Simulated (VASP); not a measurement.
# AlN in VASP: one cell, several levels of theory

AlN (rocksalt), under +1.0 % equal strain in all directions is computed at one geometry. Runs: PBE, r2SCAN. The results are then set beside those of Ansatz 0.2.0 for the same cell. This is a trial cell built on a prototype, not taken from a measured structure, and it needn't be the compound's ground state.

The runs shown are made with VASP 6.6.1. PAW datasets, plane waves. No spin polarisation. The prototype was imposed, so other structures may be more stable.

**1. Starting point**

The cell comes from an earlier relaxation with r2SCAN in another program.

It is cubic, Fm-3m (No. 225); conventional cell a = 4.078 Å, 8.48 Å³ an atom. Around Al lie 6 N at 2.04 Å; around N lie 6 Al at 2.04 Å.

Structure file:

```xyz
2
Lattice="0.0000 2.0391 2.0391 2.0391 0.0000 2.0391 2.0391 2.0391 0.0000" Properties=species:S:1:pos:R:3 pbc="T T T"
Al    0.0000    0.0000    0.0000
N     2.0391    2.0391    2.0391
```

**2. PBE at this geometry**

INCAR reads:

```
ENCUT = 520.000000
SIGMA = 0.020000
EDIFF = 1.00e-07
GGA = PE
PREC = Accurate
IBRION = -1
ISIF = 2
ISMEAR = -1
NBANDS = 11
NELM = 120
NSW = 0
LASPH = .TRUE.
LCHARG = .TRUE.
LELF = .TRUE.
LWAVE = .FALSE.
LREAL = .FALSE.
```

KPOINTS reads:

```
KPOINTS created by Atomic Simulation Environment
0
Gamma
10 10 10
0 0 0
```

KPOINTS_OPT reads:

```
special points
7
Reciprocal
0.0000000000 0.0000000000 0.0000000000 1
0.5000000000 0.0000000000 0.5000000000 1
0.6250000000 0.2500000000 0.6250000000 1
0.3750000000 0.3750000000 0.7500000000 1
0.5000000000 0.5000000000 0.5000000000 1
0.5000000000 0.2500000000 0.7500000000 1
0.0000000000 0.5000000000 0.5000000000 1
```

POSCAR reads:

```
Al N
 1.0000000000000000
     0.0000000000000000    2.0390571366999999    2.0390571366999999
     2.0390571366999999    0.0000000000000000    2.0390571366999999
     2.0390571366999999    2.0390571366999999    0.0000000000000000
 Al  N
   1   1
Cartesian
  0.0000000000000000  0.0000000000000000  0.0000000000000000
  2.0390571366999994  2.0390571366999994  2.0390571366999994
```

The run uses the recommended PBE PAW datasets (8 valence electrons a neutral cell).

Run with:

```console
$ mpirun -np 1 vasp_std
```

Printed to the terminal (iteration lines stand in OSZICAR):

```text
POSCAR found type information on POSCAR AlN
 POSCAR found :  2 types and       2 ions
 LDA part: xc-table for (Slater+PW92), standard interpolation
 POSCAR, INCAR and KPOINTS ok, starting setup
 FFT: planning ... GRIDC
 FFT: planning ... GRID_SOFT
 FFT: planning ... GRID
 WAVECAR not read
 entering main loop
 Start KPOINTS_OPT (optional k-point list driver)
k-point batch [1-7\7]
```

OSZICAR:

```text
N       E                     dE             d eps       ncg     rms          rms(c)
DAV:   1     0.106059988945E+02    0.10606E+02   -0.41167E+03  1066   0.619E+02
DAV:   2    -0.155156624044E+02   -0.26122E+02   -0.24832E+02  1261   0.140E+02
DAV:   3    -0.162653091578E+02   -0.74965E+00   -0.74848E+00  1260   0.218E+01
DAV:   4    -0.162682196923E+02   -0.29105E-02   -0.29104E-02  1151   0.149E+00
DAV:   5    -0.162682447787E+02   -0.25086E-04   -0.25086E-04  1223   0.130E-01    0.750E+00
DAV:   6    -0.145632620797E+02    0.17050E+01   -0.76124E+00  1118   0.145E+01    0.263E+00
DAV:   7    -0.145515191158E+02    0.11743E-01   -0.17123E-01  1151   0.306E+00    0.175E+00
DAV:   8    -0.145457301242E+02    0.57890E-02   -0.16463E-02  1088   0.111E+00    0.333E-01
DAV:   9    -0.145453527145E+02    0.37741E-03   -0.16133E-03  1178   0.236E-01    0.148E-01
DAV:  10    -0.145454141559E+02   -0.61441E-04   -0.14154E-04  1144   0.879E-02    0.399E-02
DAV:  11    -0.145454086427E+02    0.55132E-05   -0.17535E-05  1217   0.234E-02    0.795E-03
DAV:  12    -0.145454082938E+02    0.34893E-06   -0.62994E-07  1123   0.667E-03    0.132E-03
DAV:  13    -0.145454082452E+02    0.48606E-07   -0.11111E-08   610   0.712E-04
   1 F= -.14545408E+02 E0= -.14545408E+02  d E =-.538251E-12
       N       E                     dE             ncg
DAV:   1     0.812464247918E+03   -0.24141E+04      154
DAV:   2     0.621298493772E+03   -0.19117E+03      224
DAV:   3     0.615054736726E+03   -0.62438E+01      190
DAV:   4     0.615012962255E+03   -0.41774E-01      189
DAV:   5     0.615012625851E+03   -0.33640E-03      187
DAV:   6     0.615012621077E+03   -0.47737E-05      177
DAV:   7     0.615012621003E+03   -0.74279E-07      185
```

The lines after F= are the extra pass for the points of KPOINTS_OPT, at fixed density; their E is not a total energy.

OUTCAR, selected sections:

```text
k-points           NKPTS =     47   k-points in BZ     NKDIM =     47   number of bands    NBANDS=     11

   NELECT =       8.0000    total number of electrons

   dimension x,y,z NGX =    24 NGY =   24 NGZ =   24
   dimension x,y,z NGXF=    48 NGYF=   48 NGZF=   48

  energy-cutoff  :      520.00
  volume of cell :       16.96
      direct lattice vectors                 reciprocal lattice vectors
     0.000000000  2.039057137  2.039057137    -0.245211373  0.245211373  0.245211373
     2.039057137  0.000000000  2.039057137     0.245211373 -0.245211373  0.245211373
     2.039057137  2.039057137  0.000000000     0.245211373  0.245211373 -0.245211373

 k-points in reciprocal lattice and weights: KPOINTS created by Atomic Simulation Env
   0.00000000  0.00000000  0.00000000       0.001
   0.10000000  0.00000000  0.00000000       0.008
   0.20000000  0.00000000  0.00000000       0.008
   0.30000000  0.00000000  0.00000000       0.008
   0.40000000  0.00000000  0.00000000       0.008
   0.50000000  0.00000000  0.00000000       0.004
   0.10000000  0.10000000  0.00000000       0.006
   0.20000000  0.10000000  0.00000000       0.024
[... 39 more k-points ...]

 E-fermi :  10.0808

 k-point     1 :       0.0000    0.0000    0.0000
  band No.  band energies     occupation
      1      -7.6882      2.00000
      2       9.6327      2.00000
      3       9.6327      2.00000
      4       9.6327      2.00000
      5      14.9447      0.00000
      6      21.7164      0.00000
      7      21.7164      0.00000
      8      21.7164      0.00000
      9      26.7883      0.00000
     10      27.2332      0.00000
     11      27.2332      0.00000

 k-point     2 :       0.1000    0.0000    0.0000
  band No.  band energies     occupation
      1      -7.4882      2.00000
      2       8.6153      2.00000
      3       9.5162      2.00000
      4       9.5162      2.00000
      5      15.5902      0.00000
      6      20.8113      0.00000
      7      22.0008      0.00000
      8      22.0008      0.00000
      9      25.5859      0.00000
     10      25.5859      0.00000
     11      27.5362      0.00000

 k-point     3 :       0.2000    0.0000    0.0000
  band No.  band energies     occupation
      1      -6.9067      2.00000
      2       6.5035      2.00000
      3       9.2328      2.00000
      4       9.2328      2.00000
      5      16.2984      0.00000
      6      20.2454      0.00000
      7      22.1155      0.00000
      8      22.1155      0.00000
      9      25.0413      0.00000
     10      25.0413      0.00000
     11      26.8409      0.00000

 k-point     4 :       0.3000    0.0000    0.0000
  band No.  band energies     occupation
      1      -6.0175      2.00000
      2       4.2241      2.00000
      3       8.9183      2.00000
      4       8.9183      2.00000
      5      16.1103      0.00000
      6      21.0824      0.00000
      7      21.3401      0.00000
      8      21.3401      0.00000
      9      26.0420      0.00000
     10      26.5368      0.00000
     11      26.5368      0.00000

 k-point     5 :       0.4000    0.0000    0.0000
  band No.  band energies     occupation
      1      -5.0351      2.00000
      2       2.3183      2.00000
      3       8.6870      2.00000
      4       8.6870      2.00000
      5      15.7459      0.00000
      6      20.6656      0.00000
      7      20.6656      0.00000
      8      22.1393      0.00000
      9      25.5578      0.00000
     10      28.7230      0.00000
     11      28.7230      0.00000

 k-point     6 :       0.5000    0.0000    0.0000
  band No.  band energies     occupation
      1      -4.5298      2.00000
      2       1.4924      2.00000
      3       8.6032      2.00000
      4       8.6032      2.00000
      5      15.6057      0.00000
      6      20.4250      0.00000
      7      20.4250      0.00000
      8      22.5458      0.00000
      9      25.4543      0.00000
     10      30.0202      0.00000
     11      30.0202      0.00000

 k-point     7 :       0.1000    0.1000    0.0000
  band No.  band energies     occupation
      1      -7.4220      2.00000
      2       8.6881      2.00000
      3       9.2761      2.00000
      4       9.2761      2.00000
      5      15.8529      0.00000
      6      20.1989      0.00000
      7      22.2921      0.00000
      8      22.2921      0.00000
      9      23.8456      0.00000
     10      27.5502      0.00000
     11      28.6616      0.00000

[... the tables of k-points 8 to 47 left out ...]

  Total       -0.1748456     -0.1748456     -0.1748456      0.0000000      0.0000000      0.0000000
  in kB      -16.5214074    -16.5214074    -16.5214074      0.0000000      0.0000000      0.0000000
  external PRESSURE =     -16.5214074 kB  Pullay stress =       0.0000000 kB

 POSITION                                       TOTAL-FORCE (eV/Angst)
 -----------------------------------------------------------------------------------
      0.00000      0.00000      0.00000         0.000000      0.000000      0.000000
      2.03906      2.03906      2.03906        -0.000000     -0.000000      0.000000
 -----------------------------------------------------------------------------------
    total drift:                               -0.000000     -0.000000      0.000000

  FREE ENERGIE OF THE ION-ELECTRON SYSTEM (eV)
  ---------------------------------------------------
  free  energy   TOTEN  =       -14.5454082452 eV

  energy  without entropy=      -14.5454082452  energy(sigma->0) =      -14.54540825
```

Hardware: 1 MPI rank of Intel Xeon Platinum 8488C, shared host.

The levels at the points of KPOINTS_OPT are read from vasprun.xml.

Near the gap, in eV above the top of the last filled band v; c is the band after it:

| point | v−1 | v | c | c+1 |
| --- | --- | --- | --- | --- |
| Γ | 0.00 | 0.00 | 5.31 | 12.08 |
| X | -2.73 | -2.73 | 4.36 | 5.35 |
| U | -5.34 | -2.23 | 5.69 | 9.10 |
| K | -5.34 | -2.23 | 5.69 | 9.10 |
| L | -1.03 | -1.03 | 5.97 | 10.79 |
| W | -5.56 | -3.84 | 7.83 | 10.58 |

PBE gives an indirect gap of 4.36 eV, from Γ to X; the least direct gap is 5.31 eV. The pressure is -1.65 GPa; the forces vanish within 0.01 eV/Å.

The maps below are laid out on this run's own conventional cell (a, b, c = 4.078, 4.078, 4.078 Å).

Density in a lattice plane of the grid's cell (edges 4.08 and 4.08 Å, at 0.000 of the third edge), which holds Al and N.

Values in e/Å³, 12 rows by 12 columns:
```
0.07 0.10 0.21 0.43 1.02 2.38 3.24 2.38 1.02 0.43 0.21 0.10
0.23 0.21 0.21 0.28 0.52 1.02 1.39 1.02 0.52 0.28 0.21 0.21
0.52 0.43 0.28 0.22 0.28 0.43 0.52 0.43 0.28 0.22 0.28 0.43
1.39 1.02 0.52 0.28 0.21 0.21 0.23 0.21 0.21 0.28 0.52 1.02
3.24 2.38 1.02 0.43 0.21 0.10 0.07 0.10 0.21 0.43 1.02 2.38
3.66 3.24 1.39 0.52 0.23 0.07 0.00 0.07 0.23 0.52 1.39 3.24
3.24 2.38 1.02 0.43 0.21 0.10 0.07 0.10 0.21 0.43 1.02 2.38
1.39 1.02 0.52 0.28 0.21 0.21 0.23 0.21 0.21 0.28 0.52 1.02
0.52 0.43 0.28 0.22 0.28 0.43 0.52 0.43 0.28 0.22 0.28 0.43
0.23 0.21 0.21 0.28 0.52 1.02 1.39 1.02 0.52 0.28 0.21 0.21
0.07 0.10 0.21 0.43 1.02 2.38 3.24 2.38 1.02 0.43 0.21 0.10
0.00 0.07 0.23 0.52 1.39 3.24 3.66 3.24 1.39 0.52 0.23 0.07
```
Columns run along the first of these edges and rows up along the second, over one cell in 12 and 12 even steps from the bottom left corner. Atoms in the plane (fractional): Al at (0.00, 0.00), Al at (0.50, 0.50), N at (0.00, 0.50), N at (0.50, 0.00).

ELF in the same plane.

Ten even steps from '0' (0.00) to '9' (0.84):
```
000147899974347999874100
000135789998789998753100
432223568999999986532223
775322346899999864322357
997642224679997642224679
999864322357775322346899
999986532223432223568999
789998753100000135789998
347999874100000147899974
026999985200000258999962
347999874100000147899974
789998753100000135789998
999986532223432223568999
999864322357775322346899
997642224679997642224679
775322346899999864322357
432223568999999986532223
000135789998789998753100
000147899974347999874100
000258999962026999985200
```
Columns run along the first of these edges and rows up along the second, over one cell in 24 and 20 even steps from the bottom left corner. Atoms in the plane (fractional): Al at (0.00, 0.00), Al at (0.50, 0.50), N at (0.00, 0.50), N at (0.50, 0.00).

Both are smooth fields of the valence electrons: close to the nuclei they are not physical.

Maxima of ELF outside the ion cores: 0.85 in the shell around N, 0.7 Å from N.

**3. r2SCAN**

INCAR reads:

```
ENCUT = 520.000000
SIGMA = 0.010000
EDIFF = 1.00e-07
ALGO = Normal
METAGGA = R2SCAN
PREC = Accurate
IBRION = -1
ISIF = 2
ISMEAR = 0
NBANDS = 11
NELM = 120
NSW = 0
LASPH = .TRUE.
LCHARG = .TRUE.
LELF = .TRUE.
LWAVE = .FALSE.
LREAL = .FALSE.
```

KPOINTS is that of step 2.

KPOINTS_OPT is that of step 2.

POSCAR is that of step 2.

Run with:

```console
$ mpirun -np 1 vasp_std
```

Standard output, without the iteration lines:

```text
POSCAR found type information on POSCAR AlN
 POSCAR found :  2 types and       2 ions
 -----------------------------------------------------------------------------
|                                                                             |
|                                                                             |
|     You enforced a specific xc type in the INCAR file but a different       |
|     I HOPE YOU KNOW WHAT YOU ARE DOING!                                     |
|                                                                             |
 -----------------------------------------------------------------------------

 LDA part: xc-table for (None), standard interpolation
 POSCAR, INCAR and KPOINTS ok, starting setup
 FFT: planning ... GRIDC
 FFT: planning ... GRID_SOFT
 FFT: planning ... GRID
 WAVECAR not read
 entering main loop
 Start KPOINTS_OPT (optional k-point list driver)
k-point batch [1-7\7]
```

OSZICAR:

```text
N       E                     dE             d eps       ncg     rms          rms(c)
DAV:   1     0.540174822439E+01    0.54017E+01   -0.42492E+03  1066   0.639E+02
DAV:   2    -0.217466108481E+02   -0.27148E+02   -0.25776E+02  1261   0.145E+02
DAV:   3    -0.225383973506E+02   -0.79179E+00   -0.79054E+00  1257   0.228E+01
DAV:   4    -0.225417616434E+02   -0.33643E-02   -0.33642E-02  1163   0.162E+00
DAV:   5    -0.225417941059E+02   -0.32463E-04   -0.32462E-04  1217   0.148E-01    0.777E+00
DAV:   6    -0.188023781471E+02    0.37394E+01   -0.55731E+00  1097   0.124E+01    0.341E+00
DAV:   7    -0.188641247687E+02   -0.61747E-01   -0.36544E-01  1184   0.430E+00    0.201E+00
DAV:   8    -0.188827752872E+02   -0.18651E-01   -0.39298E-02  1106   0.150E+00    0.320E-01
DAV:   9    -0.188824176920E+02    0.35760E-03   -0.18585E-03  1172   0.278E-01    0.111E-01
DAV:  10    -0.188825808220E+02   -0.16313E-03   -0.27097E-04  1136   0.132E-01    0.576E-02
DAV:  11    -0.188825863210E+02   -0.54990E-05   -0.45923E-05  1196   0.390E-02    0.121E-02
DAV:  12    -0.188825863424E+02   -0.21484E-07   -0.14411E-06  1157   0.113E-02    0.250E-03
DAV:  13    -0.188825868988E+02   -0.55632E-06   -0.72496E-07  1175   0.475E-03    0.108E-03
DAV:  14    -0.188825870090E+02   -0.11021E-06   -0.25774E-08   586   0.134E-03    0.567E-04
DAV:  15    -0.188825870900E+02   -0.80984E-07   -0.13699E-09   556   0.340E-04
   1 F= -.18882587E+02 E0= -.18882587E+02  d E =-.334815-110
       N       E                     dE             ncg
DAV:   1     0.796353524951E+03   -0.24302E+04      154
DAV:   2     0.595194168553E+03   -0.20116E+03      230
DAV:   3     0.588604567180E+03   -0.65896E+01      190
DAV:   4     0.588554309078E+03   -0.50258E-01      175
DAV:   5     0.588553709357E+03   -0.59972E-03      187
DAV:   6     0.588553698796E+03   -0.10561E-04      169
DAV:   7     0.588553698596E+03   -0.20086E-06      193
DAV:   8     0.588553698592E+03   -0.32253E-08      158
```

From OUTCAR:

```text
k-points           NKPTS =     47   k-points in BZ     NKDIM =     47   number of bands    NBANDS=     11

   NELECT =       8.0000    total number of electrons

   dimension x,y,z NGX =    24 NGY =   24 NGZ =   24
   dimension x,y,z NGXF=    48 NGYF=   48 NGZF=   48

  energy-cutoff  :      520.00
  volume of cell :       16.96
      direct lattice vectors                 reciprocal lattice vectors
     0.000000000  2.039057137  2.039057137    -0.245211373  0.245211373  0.245211373
     2.039057137  0.000000000  2.039057137     0.245211373 -0.245211373  0.245211373
     2.039057137  2.039057137  0.000000000     0.245211373  0.245211373 -0.245211373

 k-points in reciprocal lattice and weights: KPOINTS created by Atomic Simulation Env
   0.00000000  0.00000000  0.00000000       0.001
   0.10000000  0.00000000  0.00000000       0.008
   0.20000000  0.00000000  0.00000000       0.008
   0.30000000  0.00000000  0.00000000       0.008
   0.40000000  0.00000000  0.00000000       0.008
   0.50000000  0.00000000  0.00000000       0.004
   0.10000000  0.10000000  0.00000000       0.006
   0.20000000  0.10000000  0.00000000       0.024
[... 39 more k-points ...]

 E-fermi :   9.6027

 k-point     1 :       0.0000    0.0000    0.0000
  band No.  band energies     occupation
      1      -8.7201      2.00000
      2       9.4467      2.00000
      3       9.4467      2.00000
      4       9.4467      2.00000
      5      15.5812      0.00000
      6      22.2702      0.00000
      7      22.2702      0.00000
      8      22.2702      0.00000
      9      27.8231      0.00000
     10      27.8231      0.00000
     11      27.9878      0.00000

 k-point     2 :       0.1000    0.0000    0.0000
  band No.  band energies     occupation
      1      -8.5168      2.00000
      2       8.4195      2.00000
      3       9.3217      2.00000
      4       9.3217      2.00000
      5      16.2304      0.00000
      6      21.4444      0.00000
      7      22.5801      0.00000
      8      22.5801      0.00000
      9      26.3922      0.00000
     10      26.3922      0.00000
     11      28.8280      0.00000

 k-point     3 :       0.2000    0.0000    0.0000
  band No.  band energies     occupation
      1      -7.9277      2.00000
      2       6.2543      2.00000
      3       9.0173      2.00000
      4       9.0173      2.00000
      5      16.9389      0.00000
      6      20.9950      0.00000
      7      22.7810      0.00000
      8      22.7810      0.00000
      9      25.8270      0.00000
     10      25.8270      0.00000
     11      28.1208      0.00000

 k-point     4 :       0.3000    0.0000    0.0000
  band No.  band energies     occupation
      1      -7.0349      2.00000
      2       3.9174      2.00000
      3       8.6786      2.00000
      4       8.6786      2.00000
      5      16.7190      0.00000
      6      21.9975      0.00000
      7      22.0490      0.00000
      8      22.0490      0.00000
      9      27.2770      0.00000
     10      27.3787      0.00000
     11      27.3787      0.00000

 k-point     5 :       0.4000    0.0000    0.0000
  band No.  band energies     occupation
      1      -6.0669      2.00000
      2       1.9890      2.00000
      3       8.4290      2.00000
      4       8.4290      2.00000
      5      16.3349      0.00000
      6      21.3763      0.00000
      7      21.3763      0.00000
      8      23.2063      0.00000
      9      26.7494      0.00000
     10      29.7168      0.00000
     11      29.7168      0.00000

 k-point     6 :       0.5000    0.0000    0.0000
  band No.  band energies     occupation
      1      -5.5825      2.00000
      2       1.1711      2.00000
      3       8.3385      2.00000
      4       8.3385      2.00000
      5      16.1883      0.00000
      6      21.1344      0.00000
      7      21.1344      0.00000
      8      23.6801      0.00000
      9      26.6286      0.00000
     10      31.1491      0.00000
     11      31.1491      0.00000

 k-point     7 :       0.1000    0.1000    0.0000
  band No.  band energies     occupation
      1      -8.4495      2.00000
      2       8.4916      2.00000
      3       9.0780      2.00000
      4       9.0780      2.00000
      5      16.4982      0.00000
      6      20.7906      0.00000
      7      22.9127      0.00000
      8      22.9127      0.00000
      9      24.6820      0.00000
     10      28.1517      0.00000
     11      29.9884      0.00000

[... the tables of k-points 8 to 47 left out ...]

  Total       -0.9055862     -0.9055862     -0.9055862      0.0000000      0.0000000     -0.0000000
  in kB      -85.5701300    -85.5701300    -85.5701300      0.0000000      0.0000000     -0.0000000
  external PRESSURE =     -85.5701300 kB  Pullay stress =       0.0000000 kB

 POSITION                                       TOTAL-FORCE (eV/Angst)
 -----------------------------------------------------------------------------------
      0.00000      0.00000      0.00000        -0.000000      0.000000      0.000000
      2.03906      2.03906      2.03906         0.000000     -0.000000     -0.000000
 -----------------------------------------------------------------------------------
    total drift:                               -0.000000     -0.000000      0.000000

  FREE ENERGIE OF THE ION-ELECTRON SYSTEM (eV)
  ---------------------------------------------------
  free  energy   TOTEN  =       -18.8825870900 eV

  energy  without entropy=      -18.8825870900  energy(sigma->0) =      -18.88258709
```

Hardware: 1 MPI rank of Intel Xeon Platinum 8488C, shared host.

The levels at the points of KPOINTS_OPT are read from vasprun.xml.

Levels at the named points, in eV from the top of band v (v: the last filled band by count, c: the next):

| point | v−1 | v | c | c+1 |
| --- | --- | --- | --- | --- |
| Γ | 0.00 | 0.00 | 6.13 | 12.82 |
| X | -2.83 | -2.83 | 5.23 | 6.02 |
| U | -5.42 | -2.33 | 6.53 | 9.99 |
| K | -5.42 | -2.33 | 6.53 | 9.99 |
| L | -1.11 | -1.11 | 6.74 | 11.69 |
| W | -5.68 | -3.88 | 8.76 | 11.52 |

The r2SCAN gap is 5.23 eV and indirect (Γ to X), with 6.13 eV as the least direct one. Pressure: -8.56 GPa; the forces vanish within 0.01 eV/Å.

**4. Summary**

```
 level  gap (eV)  pressure (GPa)  Ansatz: gap (eV)  Ansatz: pressure (GPa)
   PBE      4.36           -1.65              4.38                   -1.39
r2SCAN      5.23           -8.56              5.22                   -7.77
```

**Reading.** The gap runs from 4.36 eV (PBE) to 5.23 eV (r2SCAN). The pressure is highest with PBE (-1.7 GPa) and lowest with r2SCAN (-8.6 GPa), which orders the cells that they would relax to. The two programs agree on the gap within 0.03 eV, far less than the spread between functionals. Each program uses its own PAW datasets and cutoff.
